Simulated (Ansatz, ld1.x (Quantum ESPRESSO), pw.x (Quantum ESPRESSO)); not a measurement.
**pw.x on sc H: one setting changed**

Potential: PAW, ld1.x (Quantum ESPRESSO) 7.5, PBE; core none, reference 1s1; waves: 1s (bound): rcut 1.20, rcutus 1.40 bohr; 1s channel at 0.8 Ry: rcut 1.20, rcutus 1.40 bohr; 2p channel at 0.4 Ry: rcut 1.20, rcutus 1.55 bohr; local part: all-electron potential smoothed inside 1.10 bohr (lloc = -1); core correction: none; augmentation: BESSEL, radius 0.85 bohr.

The reference run (k-mesh 18³, cutoffs 40/320 Ry, Fermi–Dirac 0.01 Ry, mixing_beta 0.4, conv_thr 1e-9, no spin) gives 1.35 GPa at 3.057 Å³/atom, where all-electron LAPW gives 1.13 GPa. This run, with its own iteration cap, changes degauss to 0.02.

```
&control
  calculation='scf', prefix='x', pseudo_dir='./', outdir='./tmp', tstress=.true., disk_io='none'
/
&system
  ibrav=0, nat=1, ntyp=1, ecutwfc=40, ecutrho=320, nbnd=7,
  occupations='smearing', smearing='fd', degauss=0.02
/
&electrons
  conv_thr=1e-09, mixing_beta=0.4, electron_maxstep=60
/
ATOMIC_SPECIES
H 1.0 H.UPF
CELL_PARAMETERS angstrom
  1.45132657 0.00000000 0.00000000
  0.00000000 1.45132657 0.00000000
  0.00000000 0.00000000 1.45132657
ATOMIC_POSITIONS crystal
H 0.0000 0.0000 0.0000
K_POINTS automatic
18 18 18 0 0 0
```

```bash
pw.x < H.scf.in > H.scf.out
```

Q: How does the run end?

A: It converges in 5 iterations; the free energy moves by -10.1 meV/atom and the pressure by +0.43 GPa. In a metal, with Fermi–Dirac smearing, F lies below its zero-width value by a term in the square of the width.

```
Message from routine setup:
     using ibrav=0 with symmetry is DISCOURAGED, use correct ibrav instead
     lattice parameter (alat)  =       2.7426  a.u.
     unit-cell volume          =      20.6297 (a.u.)^3
     number of electrons       =         1.00
     number of Kohn-Sham states=            7
     kinetic-energy cutoff     =      40.0000  Ry
     charge density cutoff     =     320.0000  Ry
     scf convergence threshold =      1.0E-09
     Exchange-correlation= SLA  PW   PBX  PBC
     number of k points=   220  Fermi-Dirac smearing, width (Ry)=  0.0200
     iteration #  1     ecut=    40.00 Ry     beta= 0.40
     total energy              =      -1.08702225 Ry
     estimated scf accuracy    <       0.00022990 Ry
     iteration #  2     ecut=    40.00 Ry     beta= 0.40
     total energy              =      -1.08703734 Ry
     estimated scf accuracy    <       0.00008572 Ry
     iteration #  3     ecut=    40.00 Ry     beta= 0.40
     total energy              =      -1.08703900 Ry
     estimated scf accuracy    <       0.00000001 Ry
     iteration #  4     ecut=    40.00 Ry     beta= 0.40
     total energy              =      -1.08703903 Ry
     estimated scf accuracy    <       0.00000003 Ry
     iteration #  5     ecut=    40.00 Ry     beta= 0.40
     the Fermi energy is     2.8252 ev
!    total energy              =      -1.08703903 Ry
     estimated scf accuracy    <          2.4E-13 Ry
     smearing contrib. (-TS)   =      -0.00196461 Ry
     The total energy is F=E-TS. E is the sum of the following terms:
     one-electron contribution =       0.59150039 Ry
     hartree contribution      =       0.02833232 Ry
     xc contribution           =      -0.67030478 Ry
     ewald contribution        =      -1.03452469 Ry
     one-center paw contrib.   =      -0.00007767 Ry
     convergence has been achieved in   5 iterations
          total   stress  (Ry/bohr**3)                   (kbar)     P=       17.75
     Message from routine punch:
     Nothing written, as per user request (disk_io='none')
```

The run took about 1.4 s on one core of a shared host (Neoverse-V1, 32 threads, 247 GiB, load 49).
